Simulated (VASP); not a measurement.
# P in VASP: relaxation of cell and atoms with PBEsol

Aim: the relaxation of cell and atoms of P with PBEsol.

Everything below comes from runs of VASP 6.6.1. Logs are shortened: lines on timing, memory, paths and dates and some standing lists are left out, and cuts for length are marked.

## (1) The structure

The cell holds a sheet with vacuum, 4 atoms: a = 3.300 Å, b = 4.600 Å, c = 18.100 Å, α = 90.00°, β = 90.00°, γ = 90.00°.

The cell was built by a generator and needn't be a form met in nature.

## (2) Relaxation of cell and atoms, PBEsol

The input, INCAR:

```
SYSTEM = P
ALGO = Normal
EDIFF = 1E-7
EDIFFG = -0.005
ENCUT = 600
GGA = PS
IBRION = 2
ISIF = 3
ISMEAR = 0
KPAR = 2
LASPH = .True.
LATTICE_CONSTRAINTS = .TRUE. .TRUE. .FALSE.
LCHARG = .False.
LREAL = .False.
LWAVE = .False.
NELM = 120
NSW = 40
PREC = Accurate
SIGMA = 0.03
```

The input, KPOINTS:

```
k-points
0
Gamma
  10 8 1
  0 0 0
```

The input, POSCAR:

```
P
1.0
    3.3000000000      0.0000000000      0.0000000000
    0.0000000000      4.6000000000      0.0000000000
    0.0000000000      0.0000000000     18.1000000000
P
4
Direct
    0.0000000000      0.0900000000      0.4419889500
    0.5000000000      0.4100000000      0.4419889500
    0.5000000000      0.5900000000      0.5580110500
    0.0000000000      0.9100000000      0.5580110500
```

Potentials or basis: VASP PAW PBE potentials, release 64 (P).

Started as:

```console
> cat potpaw_PBE.64/P/POTCAR > POTCAR
> mpirun -np 2 vasp_std > vasp.out
```

OUTCAR:

```text
SYSTEM = P
   EDIFF = 1E-7
   EDIFFG = -0.005
   ENCUT = 600
   GGA = PS
   IBRION = 2
   ISIF = 3
   ISMEAR = 0
   LASPH = .True.
   LREAL = .False.
   NELM = 120
   NSW = 40
   PREC = Accurate

 ion  position               nearest neighbor table
   1  0.000  0.090  0.442-   2 2.21   2 2.21   4 2.26
   2  0.500  0.410  0.442-   1 2.21   1 2.21   3 2.26
   3  0.500  0.590  0.558-   4 2.21   4 2.21   2 2.26
   4  0.000  0.910  0.558-   3 2.21   3 2.21   1 2.26

  LATTYP: Found a simple orthorhombic cell.
 ALAT       =     3.3000000000
 B/A-ratio  =     1.3939393939
 C/A-ratio  =     5.4848484848

  Lattice vectors:

 A1 = (   3.3000000000,   0.0000000000,   0.0000000000)
 A2 = (   0.0000000000,   4.6000000000,   0.0000000000)
 A3 = (   0.0000000000,   0.0000000000,  18.1000000000)

Analysis of symmetry for initial positions (statically):
=====================================================================
 Subroutine PRICEL returns:
 Original cell was already a primitive cell.

 Routine SETGRP: Setting up the symmetry group for a
 simple orthorhombic supercell.

 Subroutine GETGRP returns: Found  8 space group operations
 (whereof  4 operations were pure point group operations)
 out of a pool of  8 trial point group operations.

The static configuration has the point symmetry C_2h.
 The point group associated with its full space group is D_2h.

Analysis of symmetry for dynamics (positions and initial velocities):
=====================================================================
 Subroutine PRICEL returns:
 Original cell was already a primitive cell.

 Routine SETGRP: Setting up the symmetry group for a
 simple orthorhombic supercell.

 Subroutine GETGRP returns: Found  8 space group operations
 (whereof  4 operations were pure point group operations)
 out of a pool of  8 trial point group operations.

The dynamic configuration has the point symmetry C_2h.
 The point group associated with its full space group is D_2h.

 Subroutine INISYM returns: Found  8 space group operations
 (whereof  4 operations are pure point group operations),
 and found     1 'primitive' translations

----------------------------------------------------------------------------------------

                                     Primitive cell

  volume of cell :     274.7580

[... 129 lines left out ...]
 NGX is ok and might be reduce to    28
   NGX = 13   NGY = 19   NGZ = 73

--------------------------------------- Ionic step        1  -------------------------------------------

 number of electron      19.9999997 magnetization

 Free energy of the ion-electron system (eV)
  ---------------------------------------------------
  ext. energy  EPLUGINS =         0.00000000
  ---------------------------------------------------
  free energy    TOTEN  =       -22.82305752 eV

  energy without entropy =      -22.82305752  energy(sigma->0) =      -22.82305752

------------------------ aborting loop because EDIFF is reached ----------------------------------------

  FORCE on cell =-STRESS in cart. coord.  units (eV):
  Direction    XX          YY          ZZ          XY          YZ          ZX
  --------------------------------------------------------------------------------------
  -------------------------------------------------------------------------------------
  Total       -1.0840222     -0.5738826     -0.4361129      0.0000000      0.0000000      0.0000000
  in kB       -6.3211838     -3.3464419     -2.5430751      0.0000000      0.0000000      0.0000000
  external PRESSURE =      -4.0702336 kB  Pullay stress =       0.0000000 kB
[... 95 lines left out ...]
  FREE ENERGIE OF THE ION-ELECTRON SYSTEM (eV)
  ---------------------------------------------------
  free  energy   TOTEN  =       -22.8344573395 eV

  energy  without entropy=      -22.8344573395  energy(sigma->0) =      -22.83445734

[... ionic steps 4 to 9 ...]

--------------------------------------- Ionic step       10  -------------------------------------------

 number of electron      19.9999998 magnetization

------------------------ aborting loop because EDIFF is reached ----------------------------------------
[... 71 lines left out ...]
--------------------------------------- Ionic step       12  -------------------------------------------

 number of electron      19.9999998 magnetization

 Free energy of the ion-electron system (eV)
  ---------------------------------------------------
  ext. energy  EPLUGINS =         0.00000000
  ---------------------------------------------------
  free energy    TOTEN  =       -22.84445456 eV

  energy without entropy =      -22.84445456  energy(sigma->0) =      -22.84445456

 E-fermi :  -1.5839     XC(G=0):  -3.4346

 val. band max:       -1.7735054793   @ k =   0.0000   0.0000   0.0000
 cond. band min:      -1.0561254684   @ k =   0.0000   0.0000   0.0000
 fundamental gap:      0.7173800109
 Fermi energy:        -1.5838723754

 k-point     1 :       0.0000    0.0000    0.0000
  band No.  band energies     occupation
      1     -17.0112      2.00000
      2     -14.3575      2.00000
      3     -10.8295      2.00000
      4      -7.6340      2.00000
      5      -6.5763      2.00000
      6      -6.2889      2.00000
      7      -5.2418      2.00000
      8      -3.6831      2.00000
      9      -3.5125      2.00000
     10      -1.7735      2.00000
     11      -1.0561      0.00000
     12      -0.2642      0.00000
     13       0.9589      0.00000
     14       1.6975      0.00000
[... 377 lines left out ...]
      1     -13.7686      2.00000
      2     -13.7686      2.00000
      3     -11.5680      2.00000
      4     -11.5680      2.00000
      5      -7.0592      2.00000
      6      -7.0592      2.00000
      7      -6.2413      2.00000
      8      -6.2413      2.00000
      9      -3.1131      2.00000
     10      -3.1131      2.00000
     11       0.6348      0.00000
     12       0.6348      0.00000
     13       1.6099      0.00000
     14       1.6099      0.00000

 [... further k-points ...]

------------------------ aborting loop because EDIFF is reached ----------------------------------------

  FORCE on cell =-STRESS in cart. coord.  units (eV):
  Direction    XX          YY          ZZ          XY          YZ          ZX
  --------------------------------------------------------------------------------------
  -------------------------------------------------------------------------------------
  Total        0.0043588      0.0021855     -0.0064273      0.0000000      0.0000000      0.0000000
  in kB        0.0264854      0.0132795     -0.0390541      0.0000000      0.0000000      0.0000000
  external PRESSURE =       0.0002369 kB  Pullay stress =       0.0000000 kB
[... 19 lines left out ...]
  FREE ENERGIE OF THE ION-ELECTRON SYSTEM (eV)
  ---------------------------------------------------
  free  energy   TOTEN  =       -22.8444545584 eV

  energy  without entropy=      -22.8444545584  energy(sigma->0) =      -22.84445456

 reached required accuracy - stopping structural energy minimisation
```

OSZICAR:

```text
N       E                     dE             d eps       ncg     rms          rms(c)
DAV:   1     0.140921570521E+03    0.14092E+03   -0.70082E+03   840   0.114E+03
DAV:   2    -0.668666245140E+01   -0.14761E+03   -0.14235E+03  1324   0.184E+02
DAV:   3    -0.226957113912E+02   -0.16009E+02   -0.15932E+02  1128   0.706E+01
[... 126 lines left out ...]
DAV:   1    -0.228444588850E+02   -0.84727E-05   -0.43508E-04   870   0.125E-01    0.184E-02
DAV:   2    -0.228444563429E+02    0.25421E-05   -0.27528E-05  1098   0.370E-02    0.746E-03
DAV:   3    -0.228444549227E+02    0.14202E-05   -0.20667E-06  1160   0.945E-03    0.452E-03
DAV:   4    -0.228444544909E+02    0.43177E-06   -0.10750E-06  1032   0.645E-03    0.116E-03
DAV:   5    -0.228444545584E+02   -0.67489E-07   -0.10145E-07   528   0.232E-03
  12 F= -.22844455E+02 E0= -.22844455E+02  d E =-.414249E-05
```

CONTCAR:

```text
P
   1.00000000000000
     3.2831676561792094    0.0000000000000000    0.0000000000000000
     0.0000000000000000    4.4371154967773707    0.0000000000000000
     0.0000000000000000    0.0000000000000000   18.1000000000000014
  P
     4
Direct
     0.0000000000000000    0.0828090711475242    0.4416332731035661
     0.5000000000000000    0.4171909288524758    0.4416332731035661
     0.5000000000000000    0.5828090711475241    0.5583667268964337
     0.0000000000000000    0.9171909288524759    0.5583667268964337

  0.00000000E+00  0.00000000E+00  0.00000000E+00
  0.00000000E+00  0.00000000E+00  0.00000000E+00
  0.00000000E+00  0.00000000E+00  0.00000000E+00
  0.00000000E+00  0.00000000E+00  0.00000000E+00
```

It took 9.8 min on 2 MPI ranks of Intel Xeon Platinum 8375C at 2.90GHz (Ice Lake), shared host; peak memory 0.48 GiB.

Results:

| Item | Value |
| --- | --- |
| Free energy | -22.8445 eV |
| Relaxed volume | 65.92 Å³/atom |
| Relaxed cell | a = 3.283 Å, b = 4.437 Å, c = 18.100 Å, α = 90.00°, β = 90.00°, γ = 90.00° |
| Space group after relaxing (to 0.05 Å) | Pmna (No. 53) |
| Energy gained by relaxing | 5.3 meV/atom |
| Ionic steps | 12 |
| Band gap on the k mesh | 0.72 eV, direct |

The path:
| step | energy change (eV) | largest force (eV/Å) | pressure (GPa) | volume (Å³) |
| --- | --- | --- | --- | --- |
| 1 | 0.0000 | 0.1778 | -0.41 | 274.76 |
| 2 | -0.0113 | 0.1487 | 0.10 | 269.29 |
| 3 | -0.0114 | 0.1467 | 0.07 | 269.67 |
| 4 | -0.0143 | 0.0614 | -0.02 | 269.27 |
| 5 | -0.0144 | 0.0730 | -0.03 | 269.22 |
| 6 | -0.0174 | 0.0563 | -0.02 | 267.85 |
| 7 | -0.0212 | 0.0181 | 0.01 | 264.48 |
| 8 | -0.0214 | 0.0169 | 0.02 | 263.72 |
| 9 | -0.0214 | 0.0173 | -0.03 | 263.81 |
| 10 | -0.0214 | 0.0035 | 0.00 | 263.76 |
| 11 | -0.0214 | 0.0032 | 0.00 | 263.76 |
| 12 | -0.0214 | 0.0004 | 0.00 | 263.68 |

Final structure:
```
P
1.0
     3.28317    0.00000    0.00000
     0.00000    4.43712    0.00000
     0.00000    0.00000   18.10000
P
4
Direct
  0.00000 0.08281 0.44163
  0.50000 0.41719 0.44163
  0.50000 0.58281 0.55837
  0.00000 0.91719 0.55837
```

Caveat: the PAW data sets were made with another functional, which shifts forces and pressure a little. A hybrid or GW would open this gap; PBEsol tends to underestimate it.
